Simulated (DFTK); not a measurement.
The system is Pt.

```
Pt
1.0
     0.00000    1.96090    1.96090
     1.96090    0.00000    1.96090
     1.96090    1.96090    0.00000
Pt
1
Direct
  0.00000 0.00000 0.00000
```

Base run:

```yaml
Program: DFTK 0.8.2
Functional: AM05
Potentials_or_basis: SG15 1.2 (PBE)
Cutoff: 1225 eV
k_mesh: 12 × 12 × 12
Occupations: fermi-dirac, width 0.05 eV
Spin: no spin polarisation
```

Its results: band gap on the k mesh none (metal or under the smearing width); pressure -1.3 GPa.

Problem. The run is repeated on the same cell with these changes: functional from AM05 to LDA. What comes out?

Solution. Band gap on the k mesh none (metal or under the smearing width); pressure -4.0 GPa.

LDA binds more tightly than AM05, so the same cell stands under less pressure.

Caveats: the potentials were made for another functional, which shifts forces and pressure; spin-orbit coupling is left out, which moves the levels of the heavy elements.
